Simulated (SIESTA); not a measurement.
Set up this calculation in SIESTA 5.4.2, as the native input.

```
Task                   : relaxation of cell and atoms
Functional             : PBEsol
Potentials or basis    : PseudoDojo 0.4 standard (PBEsol files)
Basis                  : DZP (energy shift 0.003 Ry; two zetas on semicore shells)
Grid cutoff            : 1200 Ry
Energy shift           : 0.003 Ry
k mesh                 : 8 × 8 × 4
Occupations            : fermi-dirac, width 0.05 eV
Spin                   : no spin polarisation
optimiser              : Broyden
force tolerance        : 0.01 eV/Å
stress tolerance (GPa) : 0.05
```

Crystal: Pd.

```xyz
2
Lattice="2.7837 0.0000 0.0000 -1.3918 2.4107 0.0000 0.0000 0.0000 4.6289" Properties=species:S:1:pos:R:3 pbc="T T T"
Pd    0.0000    1.6071    1.1572
Pd    1.3918    0.8036    3.4717
```

This isn't the form of Pd at room conditions, which is fcc.

The input as run:

Pd.fdf

```
SystemName                      Pd
SystemLabel                     Pd
NumberOfSpecies                 1
NumberOfAtoms                   2
%block ChemicalSpeciesLabel
  1  46 Pd
%endblock ChemicalSpeciesLabel

LatticeConstant                 1.0 Ang
%block LatticeVectors
     2.7836650458     0.0000000000     0.0000000000
    -1.3918325229     2.4107246453     0.0000000000
     0.0000000000     0.0000000000     4.6288930000
%endblock LatticeVectors
AtomicCoordinatesFormat         Fractional
%block AtomicCoordinatesAndAtomicSpecies
     0.3333333333     0.6666666667     0.2500000000  1  Pd
     0.6666666667     0.3333333333     0.7500000000  1  Pd
%endblock AtomicCoordinatesAndAtomicSpecies

%block kgrid.MonkhorstPack
    8   0   0  0.0
    0   8   0  0.0
    0   0   4  0.0
%endblock kgrid.MonkhorstPack
XC.Functional                   GGA
XC.Authors                      PBEsol
PAO.BasisSize                   DZP
PAO.EnergyShift                 0.003 Ry
Mesh.Cutoff                     1200 Ry
OccupationFunction              FD
ElectronicTemperature           0.05 eV
MaxSCFIterations                120
SCF.MustConverge                false
SCF.Mixer.Method                Pulay
SCF.Mixer.Weight                0.25
SCF.Mixer.History               8
SCF.DM.Tolerance                5.0e-05
SCF.H.Tolerance                 1.0e-03 eV
WriteForces                     true
Charge.Mulliken                 end
MD.TypeOfRun                    Broyden
MD.Steps                        40
MD.MaxForceTol                  0.01 eV/Ang
MD.MaxDispl                     0.1 Ang
WriteCoorStep                   true
AtomCoorFormatOut               Fractional
MD.VariableCell                 true
MD.MaxStressTol                 0.05 GPa
%block PAO.Basis
  Pd 5
  n=4 0 2
    2.827 0.000
  n=5 0 2
    8.651 0.000
  n=4 1 2
    3.241 0.000
  n=5 1 1
    8.651
  n=4 2 2
    5.842 0.000
%endblock PAO.Basis
```

Potentials or basis: PseudoDojo 0.4 standard (PBEsol files), DZP (energy shift 0.003 Ry; two zetas on semicore shells).

Run with:

```bash
$ siesta < Pd.fdf > Pd.out 2>&1
```

It gave:

| Quantity | Value |
| --- | --- |
| Relaxed volume | 14.66 Å³/atom |
| Relaxed cell | a = 2.731 Å, b = 2.731 Å, c = 4.541 Å, α = 90.00°, β = 90.00°, γ = 120.00° |
| Space group after relaxing (to 0.05 Å) | P6_3/mmc (No. 194) |
| Energy gained by relaxing | 27.9 meV/atom |
| Ionic steps | 6 |
| Pressure after relaxing | 0.0 GPa |
| Band gap on the k mesh | none (metal or under the smearing width) |

Caveat: the basis of atomic orbitals isn't converged, which shifts pressures, moduli and gaps.

Run time: 7.7 min on 1 thread of AMD EPYC 7R43 64-Core Processor (Zen 3), on a shared host, peak memory 0.57 GiB.
